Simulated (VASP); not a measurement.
# Zn3N2 (Ia-3) in VASP: notebook

The runs below take Zn3N2 through relaxation of cell and atoms, with PBE+D3(BJ), LDA.

All numbers are computed with VASP 6.6.1; they aren't measurements. Logs are shortened: lines on timing, memory, paths and dates and some standing lists are left out, and cuts for length are marked.

**1. The structure**

Symmetry: Ia-3, No. 206, cubic system. The conventional cell has a = 9.731 Å, b = 9.731 Å, c = 9.731 Å, α = 90.00°, β = 90.00°, γ = 90.00°. Around Zn (site symmetry 1) lie 4 N at 1.99 to 2.27 Å. Around N (site symmetry 2) lie 6 Zn at 1.99 to 2.27 Å. N (site symmetry -3) has 6 Zn at 2.11 Å as nearest neighbours.

The cell comes from a database or a generator and needn't be the stable form of this composition.

**2. Relaxation of cell and atoms, PBE+D3(BJ)**

Input file INCAR:

```
ALGO = Normal
EDIFF = 1E-6
EDIFFG = -0.01
ENCUT = 600
GGA = PE
IBRION = 2
ISIF = 3
ISMEAR = 0
IVDW = 12
KPAR = 8
LASPH = T
LCHARG = F
LREAL = Auto
LWAVE = F
NELM = 80
NSW = 90
PREC = Accurate
SIGMA = 0.03
```

Input file KPOINTS:

```
k-points
0
Gamma
  4 4 4
```

Input file POSCAR:

```
Zn3N2
1.0
   -4.8657039417      4.8657039417      4.8657039417
    4.8657039417     -4.8657039417      4.8657039417
    4.8657039417      4.8657039417     -4.8657039417
Zn N
24 16
Direct
    0.2763928900      0.0240941700      0.0481893800
    0.7477012800      0.2236071100      0.2717964900
    0.0240952100      0.4759058300      0.7522987200
    0.4759047900      0.2282035100      0.4518106200
    0.4518106200      0.4759047900      0.2282035100
    0.0240941700      0.0481893800      0.2763928900
    0.2717964900      0.7477012800      0.2236071100
    0.4759058300      0.7522987200      0.0240952100
    0.7522987200      0.0240952100      0.4759058300
    0.2236071100      0.2717964900      0.7477012800
    0.0481893800      0.2763928900      0.0240941700
    0.2282035100      0.4518106200      0.4759047900
    0.5240941700      0.2477012800      0.9759047900
    0.7282035100      0.2522987200      0.7763928900
    0.9759058300      0.9518106200      0.7236071100
    0.5481893800      0.5240952100      0.7717964900
    0.5240952100      0.7717964900      0.5481893800
    0.9759047900      0.5240941700      0.2477012800
    0.2522987200      0.7763928900      0.7282035100
    0.7236071100      0.9759058300      0.9518106200
    0.2477012800      0.9759047900      0.5240941700
    0.7763928900      0.7282035100      0.2522987200
    0.9518106200      0.7236071100      0.9759058300
    0.7717964900      0.5481893800      0.5240952100
    0.7291215300      0.4791215300      0.2500000000
    0.7500000000      0.7708784700      0.0208784700
    0.0208784700      0.7500000000      0.7708784700
    0.2500000000      0.7291215300      0.4791215300
    0.4791215300      0.2500000000      0.7291215300
    0.7708784700      0.0208784700      0.7500000000
    0.2708784700      0.5208784700      0.7500000000
    0.2500000000      0.2291215300      0.9791215300
    0.9791215300      0.2500000000      0.2291215300
    0.7500000000      0.2708784700      0.5208784700
    0.5208784700      0.7500000000      0.2708784700
    0.2291215300      0.9791215300      0.2500000000
    0.5000000000      0.0000000000      0.0000000000
    0.0000000000      0.0000000000      0.5000000000
    0.0000000000      0.5000000000      0.0000000000
    0.5000000000      0.5000000000      0.5000000000
```

Potentials or basis: VASP PAW PBE potentials, release 64 (Zn, N).

Run with:

```bash
cat potpaw_PBE.64/Zn/POTCAR potpaw_PBE.64/N/POTCAR > POTCAR
mpirun -np 8 vasp_std > vasp.out
```

OUTCAR:

```text
EDIFF = 1E-6
   EDIFFG = -0.01
   ENCUT = 600
   GGA = PE
   IBRION = 2
   ISIF = 3
   ISMEAR = 0
   IVDW = 12
   LASPH = T
   LREAL = Auto
   NELM = 80
   NSW = 90
   PREC = Accurate
 IVDW          = 12

 ion  position               nearest neighbor table
   1  0.276  0.024  0.048-  36 1.99  32 2.05  37 2.11  27 2.27  13 2.70  19 2.70  15 2.74  23 2.74
                             4 2.78
   2  0.748  0.224  0.272-  34 1.99  33 2.05  37 2.11  25 2.27  13 2.70  20 2.70  18 2.74  24 2.74
                             9 2.78
   3  0.024  0.476  0.752-  31 1.99  34 2.05  39 2.11  27 2.27  14 2.70  23 2.70  19 2.74  24 2.74
                            10 2.78
   4  0.476  0.228  0.452-  36 1.99  34 2.05  40 2.11  29 2.27  16 2.70  24 2.70  21 2.74  14 2.74
                             1 2.78
   5  0.452  0.476  0.228-  32 1.99  35 2.05  40 2.11  25 2.27  17 2.70  24 2.70  22 2.74  13 2.74
                            11 2.78
   6  0.024  0.048  0.276-  33 1.99  36 2.05  38 2.11  26 2.27  22 2.70  21 2.70  20 2.74  23 2.74
                            12 2.78
   7  0.272  0.748  0.224-  35 1.99  36 2.05  39 2.11  28 2.27  18 2.70  23 2.70  21 2.74  17 2.74
                             8 2.78
   8  0.476  0.752  0.024-  35 1.99  31 2.05  37 2.11  26 2.27  19 2.70  20 2.70  16 2.74  22 2.74
                             7 2.78
   9  0.752  0.024  0.476-  34 1.99  35 2.05  38 2.11  30 2.27  22 2.70  15 2.70  17 2.74  14 2.74
[... 33 lines left out ...]
  27  0.021  0.750  0.771-  24 1.99  15 1.99  23 2.05  19 2.05   1 2.27   3 2.27
  28  0.250  0.729  0.479-  19 1.99  21 1.99  17 2.05  18 2.05   7 2.27  12 2.27
  29  0.479  0.250  0.729-  13 1.99  14 1.99  21 2.05  16 2.05   4 2.27  10 2.27
  30  0.771  0.021  0.750-  17 1.99  20 1.99  15 2.05  14 2.05   9 2.27  11 2.27
[... 8 lines left out ...]
  39  0.000  0.500  0.000-   3 2.11   7 2.11  11 2.11  14 2.11  18 2.11  23 2.11
  40  0.500  0.500  0.500-   4 2.11   5 2.11  12 2.11  16 2.11  17 2.11  24 2.11

  LATTYP: Found a body centered cubic cell.
 ALAT       =     9.7314078834

  Lattice vectors:

 A1 = (  -4.8657039417,   4.8657039417,   4.8657039417)
 A2 = (   4.8657039417,  -4.8657039417,   4.8657039417)
 A3 = (   4.8657039417,   4.8657039417,  -4.8657039417)

Analysis of symmetry for initial positions (statically):
=====================================================================
 Subroutine PRICEL returns:
 Original cell was already a primitive cell.

 Routine SETGRP: Setting up the symmetry group for a
 body centered cubic supercell.

 Subroutine GETGRP returns: Found 24 space group operations
 (whereof  6 operations were pure point group operations)
 out of a pool of 48 trial point group operations.

The static configuration has the point symmetry S_6 .
 The point group associated with its full space group is T_h .

Analysis of symmetry for dynamics (positions and initial velocities):
=====================================================================
 Subroutine PRICEL returns:
 Original cell was already a primitive cell.

 Routine SETGRP: Setting up the symmetry group for a
 body centered cubic supercell.

 Subroutine GETGRP returns: Found 24 space group operations
 (whereof  6 operations were pure point group operations)
 out of a pool of 48 trial point group operations.

The dynamic configuration has the point symmetry S_6 .
 The point group associated with its full space group is T_h .

 Subroutine INISYM returns: Found 24 space group operations
 (whereof  6 operations are pure point group operations),
 and found     1 'primitive' translations

----------------------------------------------------------------------------------------

                                     Primitive cell

  volume of cell :     460.7836

  direct lattice vectors                    reciprocal lattice vectors
    -4.865703942  4.865703942  4.865703942     0.000000000  0.102760054  0.102760054
     4.865703942 -4.865703942  4.865703942     0.102760054  0.000000000  0.102760054
     4.865703942  4.865703942 -4.865703942     0.102760054  0.102760054  0.000000000

  length of vectors
     8.427646442  8.427646442  8.427646442     0.145324662  0.145324662  0.145324662

  position of ions in fractional coordinates (direct lattice)
     0.276392890  0.024094170  0.048189380
     0.747701280  0.223607110  0.271796490
     0.024095210  0.475905830  0.752298720
     0.475904790  0.228203510  0.451810620
     0.451810620  0.475904790  0.228203510
     0.024094170  0.048189380  0.276392890
[... 32 lines left out ...]
     0.000000000  0.500000000  0.000000000
     0.500000000  0.500000000  0.500000000

  ion indices of the primitive-cell ions
   primitive index   ion index
                 1           1
                 2           2
                 3           3
                 4           4
                 5           5
                 6           6
[... 32 lines left out ...]
                39          39
                40          40

----------------------------------------------------------------------------------------

 KPOINTS: k-points

Automatic generation of k-mesh.
 Grid dimensions read from file:
 generate k-points for:    4    4    4

 Generating k-lattice:

  Cartesian coordinates                     Fractional coordinates (reciprocal lattice)
     0.000000000  0.025690014  0.025690014     0.250000000  0.000000000  0.000000000
     0.025690014  0.000000000  0.025690014     0.000000000  0.250000000  0.000000000
     0.025690014  0.025690014  0.000000000     0.000000000  0.000000000  0.250000000

  Length of vectors
     0.036331166  0.036331166  0.036331166

  Shift w.r.t. Gamma in fractional coordinates (k-lattice)
     0.000000000  0.000000000  0.000000000

 Subroutine IBZKPT returns following result:
 ===========================================

 Found      8 irreducible k-points:

 Following reciprocal coordinates:
            Coordinates               Weight
  0.000000  0.000000  0.000000      1.000000
  0.250000  0.000000  0.000000     12.000000
  0.500000  0.000000  0.000000      6.000000
  0.250000  0.250000  0.000000     24.000000
  0.250000  0.250000  0.250000      2.000000
 -0.250000  0.250000  0.250000      6.000000
  0.500000  0.500000  0.250000     12.000000
  0.500000  0.500000  0.500000      1.000000
   k-points           NKPTS =      8   k-points in BZ     NKDIM =      8   number of bands    NBANDS=    220
   number of dos      NEDOS =    301   number of ions     NIONS =     40
   total plane-waves  NPLWV = 343000
   dimension x,y,z NGX =    70 NGY =   70 NGZ =   70
   dimension x,y,z NGXF=   140 NGYF=  140 NGZF=  140
   ions per type =              24  16
   NGX,Y,Z   is equivalent  to a cutoff of  13.81, 13.81, 13.81 a.u.
   NGXF,Y,Z  is equivalent  to a cutoff of  27.62, 27.62, 27.62 a.u.
 SYSTEM =  unknown system
   PREC   = accura    normal or accurate (medium, high low for compatibility)
   ISTART =      0    job   : 0-new  1-cont  2-samecut
   ICHARG =      2    charge: 1-file 2-atom 10-const
   ISPIN  =      1    spin polarized calculation?
   LNONCOLLINEAR =      F non collinear calculations
   LSORBIT =      F    spin-orbit coupling
   LASPH  =      T    aspherical Exc in radial PAW
   ENCUT  =  600.0 eV  44.10 Ry    6.64 a.u.  16.83 16.83 16.83*2*pi/ulx,y,z
   NELM   =     80;   NELMIN=  2; NELMDL= -5     # of ELM steps
   EDIFF  = 0.1E-05   stopping-criterion for ELM
   LREAL  =      T    real-space projection
   EDIFFG = -.1E-01   stopping-criterion for IOM
   NSW    =     90    number of steps for IOM
   IBRION =      2    ionic relax: 0-MD 1-quasi-New 2-CG
   NFREE  =      1    steps in history (QN), initial steepest desc. (CG)
   ISIF   =      3    stress and relaxation
   ISYM   =      2    0-nonsym 1-usesym 2-fastsym
   POTIM  = 0.5000    time-step for ionic-motion
   TEBEG  =    0.0;   TEEND  =   0.0 temperature during run
   PSTRESS=    0.0 pullay stress
   NELECT =     368.0000    total number of electrons
   NUPDOWN=      -1.0000    fix difference up-down
   EMIN   =  10.00;   EMAX   =-10.00  energy-range for DOS
   EFERMI =   0.00;   METHOD = LEGACY
   ISMEAR =     0;   SIGMA  =   0.03  broadening in eV -4-tet -1-fermi 0-gaus
   EFERMI_NEDOS =   21; number of points for ismear=-14 and -15
   IALGO  =     38    algorithm
   IMIX   =      4    mixing-type and parameters
     AMIX     =   0.40;   BMIX     =  1.00
     AMIX_MAG =   1.60;   BMIX_MAG =  1.00
  volume/ion in A,a.u.               =      11.52        77.74
  Fermi-wavevector in a.u.,A,eV,Ry     =   1.518886  2.870278 31.388828  2.307014
  Thomas-Fermi vector in A             =   2.627946
   LORBIT       =      0    0 simple, 1 ext, 2 COOP (PROOUT), +10 PAW based schemes
   GGA     = PE    functional components
   LHFCALC =     F    Hartree Fock is set to
   AEXX    =    0.0000 exact exchange contribution
   IVDW    =    12    specifies the selected vdW correction
   LEPSILON=     F    determine dielectric tensor
   LRPA    =     F    only Hartree local field effects (RPA)
 conjugate gradient relaxation of ions
 non-spin polarized calculation
 Gauss-broadening in eV      SIGMA  =   0.03
  energy-cutoff  :      600.00
  volume of cell :      460.78
 maximum number of plane-waves:     15444
 NGX is ok and might be reduce to    70
   NGX = 33   NGY = 33   NGZ = 33

--------------------------------------- Ionic step        1  -------------------------------------------

 number of electron     367.9999967 magnetization

 Free energy of the ion-electron system (eV)
  ---------------------------------------------------
  ext. energy  EPLUGINS =         0.00000000
  ---------------------------------------------------
  free energy    TOTEN  =      -154.86155245 eV

  energy without entropy =     -154.86073149  energy(sigma->0) =     -154.86114197

------------------------ aborting loop because EDIFF is reached ----------------------------------------

 Edisp (eV)  -12.25723

 E8    (eV) :    -4.7220
[... 219 lines left out ...]
  FREE ENERGIE OF THE ION-ELECTRON SYSTEM (eV)
  ---------------------------------------------------
  free  energy   TOTEN  =      -167.1285111912 eV

  energy  without entropy=     -167.1276849274  energy(sigma->0) =     -167.12809806

[... ionic steps 4 to 10 ...]

--------------------------------------- Ionic step       11  -------------------------------------------

 number of electron     368.0000164 magnetization

------------------------ aborting loop because EDIFF is reached ----------------------------------------
[... 151 lines left out ...]
--------------------------------------- Ionic step       13  -------------------------------------------

 number of electron     368.0000192 magnetization

 Free energy of the ion-electron system (eV)
  ---------------------------------------------------
  ext. energy  EPLUGINS =         0.00000000
  ---------------------------------------------------
  free energy    TOTEN  =      -154.95352965 eV

  energy without entropy =     -154.95270080  energy(sigma->0) =     -154.95311523

 E-fermi :   3.0109     XC(G=0): -11.6523

 val. band max:        3.0004288092   @ k =   0.0000   0.0000   0.0000
 cond. band min:       3.9829663467   @ k =   0.2500   0.0000   0.0000
 fundamental gap:      0.9825375375
 Fermi energy:         3.0108775304

 k-point     1 :       0.0000    0.0000    0.0000
  band No.  band energies     occupation
      1     -12.3586      2.00000
      2     -11.2981      2.00000
      3     -11.2981      2.00000
      4     -11.2522      2.00000
      5     -11.2522      2.00000
      6     -11.2522      2.00000
[... 1581 lines left out ...]
    195       7.5030      0.00000
    196       7.5030      0.00000
 [bands above 196 left out]

------------------------ aborting loop because EDIFF is reached ----------------------------------------

 Edisp (eV)  -12.18325

 E8    (eV) :    -4.6938
[... 63 lines left out ...]
  FREE ENERGIE OF THE ION-ELECTRON SYSTEM (eV)
  ---------------------------------------------------
  free  energy   TOTEN  =      -167.1367764848 eV

  energy  without entropy=     -167.1359476313  energy(sigma->0) =     -167.13636206

 reached required accuracy - stopping structural energy minimisation
```

Run time: 65 min. Hardware: 8 MPI ranks of AMD EPYC 7R13 (Zen 3), shared host; peak memory 1.2 GiB.

Results:

```
Free energy                            : -167.1368 eV
Relaxed volume                         : 11.59 Å³/atom
Relaxed cell                           : a = 8.445 Å, b = 8.445 Å, c = 8.445 Å, α = 109.47°, β = 109.47°, γ = 109.47°
Space group after relaxing (to 0.05 Å) : Ia-3 (No. 206)
Energy gained by relaxing              : 0.4 meV/atom
Ionic steps                            : 13
Pressure after relaxing                : 0.0 GPa
Largest force after relaxing           : 0.005 eV/Å
Band gap on the k mesh                 : none (metal or under the smearing width)
Dispersion energy per atom             : -0.305 eV
```

Forces in eV/Å, atoms in the order of the input:
```
Zn  -0.002  0.002  0.004
Zn  -0.004 -0.002 -0.002
Zn   0.002  0.002 -0.004
Zn   0.002 -0.002  0.004
Zn   0.004  0.002 -0.002
Zn   0.002  0.004 -0.002
Zn  -0.002 -0.004 -0.002
Zn   0.002 -0.004  0.002
Zn  -0.004  0.002  0.002
Zn  -0.002 -0.002 -0.004
Zn   0.004 -0.002  0.002
Zn  -0.002  0.004  0.002
Zn  -0.002  0.004 -0.002
Zn   0.002  0.004  0.002
Zn  -0.002 -0.004  0.002
Zn  -0.004 -0.002  0.002
Zn  -0.002  0.002 -0.004
Zn  -0.002 -0.002  0.004
Zn   0.004  0.002  0.002
Zn   0.002 -0.002 -0.004
Zn   0.004 -0.002 -0.002
Zn   0.002  0.002  0.004
Zn  -0.004  0.002 -0.002
Zn   0.002 -0.004 -0.002
N    0.000  0.000  0.002
N   -0.002  0.000  0.000
N    0.000 -0.002  0.000
N    0.002  0.000  0.000
N    0.000  0.002  0.000
N    0.000  0.000 -0.002
N    0.000  0.000 -0.002
N    0.002  0.000  0.000
N    0.000  0.002  0.000
N   -0.002  0.000  0.000
N    0.000 -0.002  0.000
N    0.000  0.000  0.002
N    0.000  0.000  0.000
N    0.000  0.000  0.000
N    0.000  0.000  0.000
N    0.000  0.000  0.000
```

Step by step:
```tsv
step	energy change (eV)	largest force (eV/Å)	pressure (GPa)	volume (Å³)
1	0.0000	0.0638	0.84	460.78
2	-0.0086	0.0413	-0.45	464.82
3	-0.0097	0.0460	-0.14	463.81
4	-0.0123	0.0352	-0.10	463.66
5	-0.0148	0.0346	0.03	463.28
6	-0.0161	0.0189	-0.02	463.35
7	-0.0162	0.0298	-0.07	463.38
8	-0.0170	0.0232	0.12	462.94
9	-0.0169	0.0196	0.20	462.72
10	-0.0170	0.0227	0.16	462.83
11	-0.0176	0.0112	0.10	463.14
12	-0.0178	0.0144	0.01	463.49
13	-0.0180	0.0047	-0.03	463.57
```

Final structure:
```yaml
crystal:
  lattice:
    - [-4.87549, 4.87549, 4.87549]
    - [4.87549, -4.87549, 4.87549]
    - [4.87549, 4.87549, -4.87549]
  atoms:
    - { symbol: Zn, position: [0.27762, 0.02663, 0.04940] }
    - { symbol: Zn, position: [0.74901, 0.22238, 0.27178] }
    - { symbol: Zn, position: [0.02277, 0.47337, 0.75099] }
    - { symbol: Zn, position: [0.47723, 0.22822, 0.45060] }
    - { symbol: Zn, position: [0.45060, 0.47723, 0.22822] }
    - { symbol: Zn, position: [0.02663, 0.04940, 0.27762] }
    - { symbol: Zn, position: [0.27178, 0.74901, 0.22238] }
    - { symbol: Zn, position: [0.47337, 0.75099, 0.02277] }
    - { symbol: Zn, position: [0.75099, 0.02277, 0.47337] }
    - { symbol: Zn, position: [0.22238, 0.27178, 0.74901] }
    - { symbol: Zn, position: [0.04940, 0.27762, 0.02663] }
    - { symbol: Zn, position: [0.22822, 0.45060, 0.47723] }
    - { symbol: Zn, position: [0.52663, 0.24901, 0.97723] }
    - { symbol: Zn, position: [0.72822, 0.25099, 0.77762] }
    - { symbol: Zn, position: [0.97337, 0.95060, 0.72238] }
    - { symbol: Zn, position: [0.54940, 0.52277, 0.77178] }
    - { symbol: Zn, position: [0.52277, 0.77178, 0.54940] }
    - { symbol: Zn, position: [0.97723, 0.52663, 0.24901] }
    - { symbol: Zn, position: [0.25099, 0.77762, 0.72822] }
    - { symbol: Zn, position: [0.72238, 0.97337, 0.95060] }
    - { symbol: Zn, position: [0.24901, 0.97723, 0.52663] }
    - { symbol: Zn, position: [0.77762, 0.72822, 0.25099] }
    - { symbol: Zn, position: [0.95060, 0.72238, 0.97337] }
    - { symbol: Zn, position: [0.77178, 0.54940, 0.52277] }
    - { symbol: N, position: [0.72993, 0.47993, 0.25000] }
    - { symbol: N, position: [0.75000, 0.77007, 0.02007] }
    - { symbol: N, position: [0.02007, 0.75000, 0.77007] }
    - { symbol: N, position: [0.25000, 0.72993, 0.47993] }
    - { symbol: N, position: [0.47993, 0.25000, 0.72993] }
    - { symbol: N, position: [0.77007, 0.02007, 0.75000] }
    - { symbol: N, position: [0.27007, 0.52007, 0.75000] }
    - { symbol: N, position: [0.25000, 0.22993, 0.97993] }
    - { symbol: N, position: [0.97993, 0.25000, 0.22993] }
    - { symbol: N, position: [0.75000, 0.27007, 0.52007] }
    - { symbol: N, position: [0.52007, 0.75000, 0.27007] }
    - { symbol: N, position: [0.22993, 0.97993, 0.25000] }
    - { symbol: N, position: [0.50000, 0.00000, 0.00000] }
    - { symbol: N, position: [0.00000, 0.00000, 0.50000] }
    - { symbol: N, position: [0.00000, 0.50000, 0.00000] }
    - { symbol: N, position: [0.50000, 0.50000, 0.50000] }
```

Caveat: pairwise dispersion overbinds metals, which lowers pressure and volume.

[end of part 1 of 4]
